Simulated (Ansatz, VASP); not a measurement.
**LiF: VASP beside Ansatz**

The input POSCAR:

```
LiF
1.0
    3.0810126371      0.0000000000      0.0000000000
   -1.5405063186      2.6682352131      0.0000000000
    0.0000000000      0.0000000000      4.7853429675
Li F
2 2
Direct
    0.3333333333      0.6666666667     -0.0074305300
    0.6666666667      0.3333333333      0.4925694700
    0.3333333333      0.6666666667      0.3824305300
    0.6666666667      0.3333333333      0.8824305300
```

The input INCAR.step1:

```
SYSTEM = LiF
PREC = Accurate
ENCUT = 520
ISMEAR = 0
SIGMA = 0.01
LREAL = .FALSE.
LASPH = .TRUE.
NELM = 80
NBANDS = 18
GGA = PE
ALGO = Normal
EDIFF = 1E-4
LWAVE = .TRUE.
LCHARG = .FALSE.
```

File INCAR.step2:

```
SYSTEM = LiF
PREC = Accurate
ENCUT = 520
EDIFF = 1E-6
ISMEAR = 0
SIGMA = 0.01
LREAL = .FALSE.
LASPH = .TRUE.
NELM = 80
ALGO = Normal
ISIF = 2
LWAVE = .FALSE.
LCHARG = .FALSE.
METAGGA = R2SCAN
LMIXTAU = .TRUE.
NBANDS = 18
ISTART = 1
```

Contents of KPOINTS:

```
Automatic mesh
0
G
  12 12 6
  0 0 0
```

Input for Ansatz:

```yaml
crystal:
  lattice:
    - [3.0810126371, 0.0, 0.0]
    - [-1.5405063186, 2.6682352131, 0.0]
    - [0.0, 0.0, 4.7853429675]
  atoms:
    - { symbol: Li, position: [0.3333333333, 0.6666666667, -0.00743053] }
    - { symbol: Li, position: [0.6666666667, 0.3333333333, 0.49256947] }
    - { symbol: F, position: [0.3333333333, 0.6666666667, 0.38243053] }
    - { symbol: F, position: [0.6666666667, 0.3333333333, 0.88243053] }
kpoints:
  mp_grid: { grid: [12, 12, 6] }
hamiltonian:
  xc: r2scan
scf:
  occupations: { method: fixed }
output:
  optics: { e_range: [0, 26], de: 0.05, sigma: 0.1 }
```

Alike in both runs: task single point; functional r2SCAN; k mesh 12 × 12 × 6; no spin polarisation.

|  | VASP | Ansatz |
| --- | --- | --- |
| version | VASP 6.6.1 | Ansatz 0.2.0 |
| potentials or method | VASP PAW PBE potentials, release 64 (Li_sv, F) | plane waves, PAW |
| plane-wave cutoff (eV) | 520 | 500 |
| occupations | gaussian, width 0.01 eV | fixed |
| valence electrons in the cell | 20 | 20 |

Ansatz gave:

| Property | Result |
| --- | --- |
| gap on the k mesh at the Fermi level (eV) | 8.58 |

Problem. What did VASP give for the same quantities?

Solution. gap on the k mesh at the Fermi level (eV): 8.68.

Caveats: the PAW data sets were made with another functional, which shifts forces and pressure a little (VASP). r2SCAN opens gaps a little over a GGA but as a rule still falls short of measured ones. A k mesh can miss the band edges.
